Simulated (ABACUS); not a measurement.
# KCl (Sylvite) (Fm-3m) in ABACUS: notebook

The runs below take KCl (Sylvite) through single point, relaxation of cell and atoms, with LDA, revTPSS.

Everything below comes from runs of ABACUS 3.10.1. Logs are shortened: lines on timing, memory, paths and dates and some standing lists are left out, and cuts for length are marked.

**The experiment to reproduce.**

A printed reference work, monograph reports, for a bulk crystal of KCl: band gap 8.68 eV.

How close the calculation comes is told below.

### 1 The structure

It takes space group Fm-3m (No. 225, cubic). The conventional cell has a = 6.293 Å, b = 6.293 Å, c = 6.293 Å, α = 90.00°, β = 90.00°, γ = 90.00°. K (site symmetry m-3m) has 6 Cl at 3.15 Å as nearest neighbours. Cl (site symmetry m-3m) has 6 K at 3.15 Å as nearest neighbours.

### 2 Single point, LDA

The input, run_abacus.py:

```python
"""ABACUS run from a structure file: ASE reads it, the script writes STRU, KPT and INPUT."""
import re
import subprocess
import spglib
from ase import Atoms
from ase.io import read
from ase.units import Bohr

atoms = read("KCl.cif")
cell, frac, numbers = spglib.standardize_cell((atoms.cell[:], atoms.get_scaled_positions(), atoms.numbers), to_primitive=True, symprec=1e-4)
atoms = Atoms(numbers=numbers, cell=cell, scaled_positions=frac, pbc=True)  # the primitive cell
atoms = atoms[(-atoms.numbers).argsort(kind="stable")]  # ABACUS lists atoms element by element
pseudo = {'K': 'K.upf', 'Cl': 'Cl.upf'}
orbital = {'K': 'K_confined-atom_10au_3s2p1d.orb', 'Cl': 'Cl_confined-atom_7au_2s2p1d.orb'}
magmoms = None
kmesh = [6, 6, 6]
params = {
    'suffix': 'KCl',
    'calculation': 'scf',
    'basis_type': 'lcao',
    'pseudo_dir': './',
    'orbital_dir': './',
    'symmetry': 1,
    'dft_functional': 'pz',
    'ecutwfc': 100,
    'pseudo_rcut': 10,
    'nspin': 1,
    'nbands': 18,
    'ks_solver': 'genelpa',
    'smearing_method': 'fd',
    'smearing_sigma': 0.00367493,
    'scf_thr': 1e-07,
    'scf_nmax': 100,
    'mixing_type': 'broyden',
    'mixing_beta': 0.7,
    'cal_force': 1,
    'cal_stress': 1,
    'out_mul': 1,
    'out_chg': 1,
    'out_pot': 2,
    'out_elf': 1,
}

symbols = atoms.get_chemical_symbols()
elements = list(dict.fromkeys(symbols))
lines = ["ATOMIC_SPECIES"] + [f"{e} {atoms.get_masses()[symbols.index(e)]:.4f} {pseudo[e]}" for e in elements]
if orbital:
    lines += ["", "NUMERICAL_ORBITAL"] + [orbital[e] for e in elements]
lines += ["", "LATTICE_CONSTANT", f"{1 / Bohr:.10f}", "", "LATTICE_VECTORS"]
lines += [" ".join(f"{x:.10f}" for x in v) for v in atoms.cell]
lines += ["", "ATOMIC_POSITIONS", "Direct"]
for e in elements:
    lines += ["", e, "0.0", str(symbols.count(e))]
    for i, p in enumerate(atoms.get_scaled_positions(wrap=False)):
        if symbols[i] == e:
            mag = "" if magmoms is None else " mag " + " ".join(str(x) for x in (magmoms[i] if isinstance(magmoms[i], list) else [magmoms[i]]))
            lines.append(" ".join(f"{x:.10f}" for x in p) + " 1 1 1" + mag)
open("STRU", "w").write("\n".join(lines) + "\n")
open("KPT", "w").write("K_POINTS\n0\nGamma\n%d %d %d 0 0 0\n" % tuple(kmesh))
open("INPUT", "w").write("INPUT_PARAMETERS\n" + "".join(f"{k:<20s}{v}\n" for k, v in params.items()))

done = subprocess.run(['mpirun', '-np', '4', 'abacus'])
if done.returncode:
    raise SystemExit(done.returncode)
log = open("OUT.KCl/running_scf.log").read()
print("final energy (eV):", re.findall(r"FINAL_ETOT_IS (\S+)", log))
```

The input, KCl.cif:

```cif
data_KCl
_cell_length_a 6.29294000
_cell_length_b 6.29294000
_cell_length_c 6.29294000
_cell_angle_alpha 90.00000000
_cell_angle_beta 90.00000000
_cell_angle_gamma 90.00000000
_space_group_name_H-M_alt 'Fm-3m'
_space_group_name_Hall '-F 4 2 3'
_space_group_IT_number 225
loop_
_space_group_symop_operation_xyz
'x,y,z'
'-x,-y,-z'
'-y,x,z'
'y,-x,-z'
'-x,-y,z'
'x,y,-z'
'y,-x,z'
'-y,x,-z'
'x,-y,-z'
'-x,y,z'
'-y,-x,-z'
'y,x,z'
'-x,y,-z'
'x,-y,z'
'y,x,-z'
'-y,-x,z'
'z,x,y'
'-z,-x,-y'
'z,-y,x'
'-z,y,-x'
'z,-x,-y'
'-z,x,y'
'z,y,-x'
'-z,-y,x'
'-z,x,-y'
'z,-x,y'
'-z,-y,-x'
'z,y,x'
'-z,-x,y'
'z,x,-y'
'-z,y,x'
'z,-y,-x'
'y,z,x'
'-y,-z,-x'
'x,z,-y'
'-x,-z,y'
'-y,z,-x'
'y,-z,x'
'-x,z,y'
'x,-z,-y'
'-y,-z,x'
'y,z,-x'
'-x,-z,-y'
'x,z,y'
'y,-z,-x'
'-y,z,x'
'x,-z,y'
'-x,z,-y'
'x,y+1/2,z+1/2'
'-x,-y+1/2,-z+1/2'
'-y,x+1/2,z+1/2'
'y,-x+1/2,-z+1/2'
[... 63 lines left out ...]
'-z+1/2,y,-x+1/2'
'z+1/2,-x,-y+1/2'
'-z+1/2,x,y+1/2'
'z+1/2,y,-x+1/2'
'-z+1/2,-y,x+1/2'
'-z+1/2,x,-y+1/2'
'z+1/2,-x,y+1/2'
'-z+1/2,-y,-x+1/2'
'z+1/2,y,x+1/2'
'-z+1/2,-x,y+1/2'
'z+1/2,x,-y+1/2'
'-z+1/2,y,x+1/2'
'z+1/2,-y,-x+1/2'
'y+1/2,z,x+1/2'
'-y+1/2,-z,-x+1/2'
'x+1/2,z,-y+1/2'
'-x+1/2,-z,y+1/2'
'-y+1/2,z,-x+1/2'
'y+1/2,-z,x+1/2'
'-x+1/2,z,y+1/2'
'x+1/2,-z,-y+1/2'
'-y+1/2,-z,x+1/2'
'y+1/2,z,-x+1/2'
'-x+1/2,-z,-y+1/2'
'x+1/2,z,y+1/2'
'y+1/2,-z,-x+1/2'
'-y+1/2,z,x+1/2'
'x+1/2,-z,y+1/2'
'-x+1/2,z,-y+1/2'
'x+1/2,y+1/2,z'
'-x+1/2,-y+1/2,-z'
'-y+1/2,x+1/2,z'
'y+1/2,-x+1/2,-z'
'-x+1/2,-y+1/2,z'
'x+1/2,y+1/2,-z'
'y+1/2,-x+1/2,z'
'-y+1/2,x+1/2,-z'
'x+1/2,-y+1/2,-z'
'-x+1/2,y+1/2,z'
'-y+1/2,-x+1/2,-z'
'y+1/2,x+1/2,z'
'-x+1/2,y+1/2,-z'
'x+1/2,-y+1/2,z'
'y+1/2,x+1/2,-z'
'-y+1/2,-x+1/2,z'
'z+1/2,x+1/2,y'
'-z+1/2,-x+1/2,-y'
'z+1/2,-y+1/2,x'
'-z+1/2,y+1/2,-x'
'z+1/2,-x+1/2,-y'
'-z+1/2,x+1/2,y'
'z+1/2,y+1/2,-x'
'-z+1/2,-y+1/2,x'
'-z+1/2,x+1/2,-y'
'z+1/2,-x+1/2,y'
'-z+1/2,-y+1/2,-x'
'z+1/2,y+1/2,x'
'-z+1/2,-x+1/2,y'
'z+1/2,x+1/2,-y'
'-z+1/2,y+1/2,x'
'z+1/2,-y+1/2,-x'
'y+1/2,z+1/2,x'
'-y+1/2,-z+1/2,-x'
'x+1/2,z+1/2,-y'
'-x+1/2,-z+1/2,y'
'-y+1/2,z+1/2,-x'
'y+1/2,-z+1/2,x'
'-x+1/2,z+1/2,y'
'x+1/2,-z+1/2,-y'
'-y+1/2,-z+1/2,x'
'y+1/2,z+1/2,-x'
'-x+1/2,-z+1/2,-y'
'x+1/2,z+1/2,y'
'y+1/2,-z+1/2,-x'
'-y+1/2,z+1/2,x'
'x+1/2,-z+1/2,y'
'-x+1/2,z+1/2,-y'
loop_
_atom_site_label
_atom_site_type_symbol
_atom_site_symmetry_multiplicity
_atom_site_Wyckoff_symbol
_atom_site_fract_x
_atom_site_fract_y
_atom_site_fract_z
_atom_site_occupancy
K1 K 4 a 0.0000000000 0.0000000000 0.0000000000 1
Cl1 Cl 4 b 0.5000000000 0.0000000000 0.0000000000 1
```

Potentials or basis: PseudoDojo NC SR 0.4.1 LDA stringent, DZP LCAO (the cutoffs set its grid).

Command:

```sh
OMP_NUM_THREADS=1 python run_abacus.py > log
```

running log:

```text
ABACUS v3.10.1

               Atomic-orbital Based Ab-initio Computation at UStc

 ------------------------------------------------------------------------------------

 READING GENERAL INFORMATION
                           global_out_dir = OUT.KCl/
                           global_in_card = INPUT
                               pseudo_dir = ./
                              orbital_dir = ./
                                    DSIZE = 4
                                    GSIZE = 1

 READING UNITCELL INFORMATION
                                    ntype = 2
                  lattice constant (Bohr) = 1.88973
              lattice constant (Angstrom) = 1

 READING ATOM TYPE 1
                               atom label = K
                      L=0, number of zeta = 3
                      L=1, number of zeta = 2
                      L=2, number of zeta = 1
             number of atom for this type = 1

 READING ATOM TYPE 2
                               atom label = Cl
                      L=0, number of zeta = 2
                      L=1, number of zeta = 2
                      L=2, number of zeta = 1
             number of atom for this type = 1

                        TOTAL ATOM NUMBER = 2
DIRECT COORDINATES
    atom                   x                   y                   z     mag                  vx                  vy                  vz
taud_K1            0.0000000000        0.0000000000        0.0000000000  0.0000        0.0000000000        0.0000000000        0.0000000000
taud_Cl1            0.5000000000        0.5000000000        0.5000000000  0.0000        0.0000000000        0.0000000000        0.0000000000

                          Volume (Bohr^3) = 420.434
                             Volume (A^3) = 62.3018

 Lattice vectors: (Cartesian coordinate: in unit of a_0)
                   +0            +3.14647            +3.14647
             +3.14647                  +0            +3.14647
             +3.14647            +3.14647                  +0
 Reciprocal vectors: (Cartesian coordinate: in unit of 2 pi/a_0)
            -0.158908           +0.158908           +0.158908
            +0.158908           -0.158908           +0.158908
            +0.158908           +0.158908           -0.158908
 The esolver type has been set to : ksdft_lcao

                PAO radial cut off (Bohr) = 10

 Read in pseudopotential file is K.upf
                     pseudopotential type = NC
          exchange-correlation functional = SLAPWNOGXNOGC
                 nonlocal core correction = 1
                        valence electrons = 9
                                     lmax = 2
                           number of zeta = 3
                     number of projectors = 6
                           L of projector = 0
                           L of projector = 0
                           L of projector = 1
                           L of projector = 1
                           L of projector = 2
                           L of projector = 2
 XC functional updated to : pz
[... 164 lines left out ...]

 -------------------------------------------
 SELF-CONSISTENT
 -------------------------------------------

 SETUP SEARCHING RADIUS FOR PROGRAM TO SEARCH ADJACENT ATOMS
                  longest orb rcut (Bohr) = 10
   longest nonlocal projector rcut (Bohr) = 1.78
                     search radius (Bohr) = 23.6
              searching radius is (Bohr)) = 23.6
         searching radius unit is (Bohr)) = 1.89
                         PeriodicBoundary = 1
                        Radius(unit:lat0) = 12.5
                                   glayer = [ 5, 5, 5 ]
                             glayer_minus = [ 4, 4, 4 ]

Find the coordinate range of the input atom(unit:lat0).
                                  min_tau = [ -25.2, -25.2, -25.2 ]
                                  max_tau = [ 28.3, 28.3, 28.3 ]
                                BoxNumber = [ 9, 9, 9 ]

 SETUP EXTENDED REAL SPACE GRID FOR GRID INTEGRATION
                          real space grid = [ 54, 54, 54 ]
                 big cell numbers in grid = [ 27, 27, 27 ]
             meshcell numbers in big cell = [ 2, 2, 2 ]
                        extended fft grid = [ 40, 40, 40 ]
                dimension of extened grid = [ 108, 108, 108 ]
                            UnitCellTotal = 125

              Atom number in sub-FFT-grid = 2
    Local orbitals number in sub-FFT-grid = 27
                                ParaV.nnr = 13034
                                 init_chg = atomic

 LCAO ALGORITHM --------------- ION=   1  ELEC=   1--------------------------------

 Density error is 0.0621085379312
----------------------------------------------------------
     Energy           Rydberg                 eV
----------------------------------------------------------
 E_KohnSham     -92.9012798064       -1263.9867568599
 E_Harris       -92.4521711095       -1257.8763195602
 E_Fermi        0.1741518674         2.3694577142
----------------------------------------------------------
[... 80 lines left out ...]
 Density error is 9.04698922747e-09
----------------------------------------------------------
     Energy           Rydberg                 eV
----------------------------------------------------------
 E_KohnSham     -92.9177926051       -1264.2114250121
 E_KS(sigma->0) -92.9177926051       -1264.2114250121
 E_Harris       -92.9177926088       -1264.2114250625
 E_band         -9.7875237533        -133.1660923546
 E_one_elec     -29.5998257038       -402.7262893785
 E_Hartree      19.7564334433        268.8000669864
 E_xc           -21.4075203387       -291.2642566566
 E_Ewald        -61.6668800060       -839.0209459633
 E_entropy(-TS) 0.0000000000         0.0000000000
 E_descf        0.0000000000         0.0000000000
 E_exx          0.0000000000         0.0000000000
 E_Fermi        0.1860828103         2.5317865204
----------------------------------------------------------

 charge density convergence is achieved
 final etot is -1264.211425 eV
 EFERMI = 2.5317865204 eV
The vacuum level is 4.7491105894 eV

 STATE ENERGY(eV) AND OCCUPATIONS    NSPIN == 1
 1/16 kpoint (Cartesian) = 0.0000 0.0000 0.0000 (1775 pws)
       1       -26.2394     0.00925926
       2       -11.3442     0.00925926
       3       -9.89579     0.00925926
       4       -9.89579     0.00925926
       5       -9.89579     0.00925926
       6       0.708401     0.00925926
[... 98 lines left out ...]
       5       -9.77150       0.222222
       6     -0.0562640       0.222222
[... 10 lines left out ...]
      17        16.0628        0.00000
      18        17.5427        0.00000

[... levels at 10 further k points ...]

 correction force for each atom along direction 1 is 7.69566e-14
 correction force for each atom along direction 2 is 9.58272e-14
 correction force for each atom along direction 3 is 2.47132e-14
------------------------------------------------------------------------------------------
 TOTAL-FORCE (eV/Angstrom)
------------------------------------------------------------------------------------------
                        K1         0.0000000000         0.0000000000         0.0000000000
                       Cl1         0.0000000000         0.0000000000         0.0000000000
------------------------------------------------------------------------------------------

----------------------------------------------------------------
 TOTAL-STRESS (KBAR)
----------------------------------------------------------------
       -20.2920437504        -0.0000000000         0.0000000000
        -0.0000000000       -20.2920437504         0.0000000000
        -0.0000000000         0.0000000000       -20.2920437504
----------------------------------------------------------------
 TOTAL-PRESSURE: -20.292044 KBAR

 --------------------------------------------
 !FINAL_ETOT_IS -1264.2114250120573615 eV
 --------------------------------------------
```

Wall time 5.8 s (4 MPI ranks of Intel Xeon 6975P-C (Granite Rapids), shared host); peak memory 0.44 GiB.

Results:

- Free energy: -1264.2114 eV
- Pressure: -2.0 GPa
- Band gap on the k mesh: 4.88 eV, direct
- Mulliken charges: K +0.73; Cl -0.73 e

Levels at points of the mesh, in eV from the valence-band top:
```
           k point  band 4  band 5  band 6  band 7  band 8  band 9  band 10  band 11  band 12  band 13
(0.00, 0.00, 0.00)  -10.60  -10.60    0.00    0.00    0.00    4.88     8.94     8.94     8.94     9.31
(0.50, 0.50, 0.50)  -10.62  -10.35   -1.14   -0.35   -0.35    8.24    10.70    10.70    10.90    11.85
(0.50, 0.50, 0.00)  -10.67  -10.67   -0.69   -0.24   -0.24    7.62     8.06    10.11    10.47    11.59
```

Caveat: the atomic orbitals were generated for these runs and aren't a published set; Mulliken charges move with the basis; the basis of atomic orbitals isn't converged, which shifts pressures, moduli and gaps.

### 3 Relaxation of cell and atoms, LDA

Changes to run_abacus.py since step 2:

```diff
@@ -18,3 +18,3 @@
     'suffix': 'KCl',
-    'calculation': 'scf',
+    'calculation': 'cell-relax',
     'basis_type': 'lcao',
@@ -27,3 +27,3 @@
     'nspin': 1,
-    'nbands': 18,
+    'nbands': 12,
     'ks_solver': 'genelpa',
@@ -38,5 +38,7 @@
     'out_mul': 1,
-    'out_chg': 1,
-    'out_pot': 2,
-    'out_elf': 1,
+    'relax_nmax': 60,
+    'force_thr_ev': 0.005,
+    'relax_method': 'cg',
+    'out_stru': 1,
+    'stress_thr': 0.5,
 }
@@ -64,3 +66,3 @@
     raise SystemExit(done.returncode)
-log = open("OUT.KCl/running_scf.log").read()
+log = open("OUT.KCl/running_cell-relax.log").read()
 print("final energy (eV):", re.findall(r"FINAL_ETOT_IS (\S+)", log))
```

KCl.cif is that of step 2.

Potentials or basis: PseudoDojo NC SR 0.4.1 LDA stringent, DZP LCAO (the cutoffs set its grid).

Command:

```sh
OMP_NUM_THREADS=1 python run_abacus.py > log
```

running log:

```text
ABACUS v3.10.1

               Atomic-orbital Based Ab-initio Computation at UStc

 ------------------------------------------------------------------------------------

 READING GENERAL INFORMATION
                           global_out_dir = OUT.KCl/
                           global_in_card = INPUT
                               pseudo_dir = ./
                              orbital_dir = ./
                                    DSIZE = 4
                                    GSIZE = 1

 READING UNITCELL INFORMATION
                                    ntype = 2
                  lattice constant (Bohr) = 1.88973
              lattice constant (Angstrom) = 1

 READING ATOM TYPE 1
                               atom label = K
                      L=0, number of zeta = 3
                      L=1, number of zeta = 2
[... 497 lines left out ...]

 Density error is 0.001063420962
----------------------------------------------------------
     Energy           Rydberg                 eV
----------------------------------------------------------
 E_KohnSham     -92.9208531161       -1264.2530654005
 E_Harris       -92.9120399675       -1264.1331563623
 E_Fermi        0.2416005869         3.2871446220
----------------------------------------------------------

[... 4 further cycles ...]
 LCAO ALGORITHM --------------- ION=   3  ELEC=   6--------------------------------

 Density error is 0.000000080126
----------------------------------------------------------
     Energy           Rydberg                 eV
----------------------------------------------------------
 E_KohnSham     -92.9208603286       -1264.2531635308
 E_KS(sigma->0) -92.9208603286       -1264.2531635308
 E_Harris       -92.9208608354       -1264.2531704265
 E_band         -8.8626974321        -120.5831847267
 E_one_elec     -26.2727279552       -357.4588021945
 E_Hartree      18.5863444940        252.8801901099
 E_xc           -21.4556900252       -291.9196388647
 E_Ewald        -63.7787868422       -867.7549125815
 E_entropy(-TS) 0.0000000000         0.0000000000
 E_descf        0.0000000000         0.0000000000
 E_exx          0.0000000000         0.0000000000
[... 116 lines left out ...]
 Largest gradient in stress is 0.187411 kbar.
 Threshold is 0.500000 kbar.

 Relaxation is converged!

 --------------------------------------------
 !FINAL_ETOT_IS -1264.2531635307591387 eV
 --------------------------------------------
```

INPUT:

```text
INPUT_PARAMETERS
suffix              KCl
calculation         cell-relax
basis_type          lcao
pseudo_dir          ./
orbital_dir         ./
symmetry            1
dft_functional      pz
ecutwfc             100
pseudo_rcut         10
nspin               1
nbands              12
ks_solver           genelpa
smearing_method     fd
smearing_sigma      0.00367493
scf_thr             1e-07
scf_nmax            100
mixing_type         broyden
mixing_beta         0.7
cal_force           1
cal_stress          1
out_mul             1
relax_nmax          60
force_thr_ev        0.005
relax_method        cg
out_stru            1
stress_thr          0.5
```

STRU:

```text
ATOMIC_SPECIES
K 39.0983 K.upf
Cl 35.4500 Cl.upf

NUMERICAL_ORBITAL
K_confined-atom_10au_3s2p1d.orb
Cl_confined-atom_7au_2s2p1d.orb

LATTICE_CONSTANT
1.8897261258

LATTICE_VECTORS
0.0000000000 3.1464700000 3.1464700000
3.1464700000 0.0000000000 3.1464700000
3.1464700000 3.1464700000 0.0000000000

ATOMIC_POSITIONS
Direct

K
0.0
1
0.0000000000 0.0000000000 -0.0000000000 1 1 1

Cl
0.0
1
0.5000000000 0.5000000000 0.5000000000 1 1 1
```

Run time: 12 s. Hardware: 4 MPI ranks of Intel Xeon 6975P-C (Granite Rapids), shared host; peak memory 0.52 GiB.

The run converged, but a check on its numbers failed (symmetry, net force, bounds or a known fault of this set-up), so they aren't taken as properties of the crystal.

Caveat: the atomic orbitals were generated for these runs and aren't a published set; Mulliken charges move with the basis; the basis of atomic orbitals isn't converged, which shifts pressures, moduli and gaps.

(Part 1 of 2 ends here.)
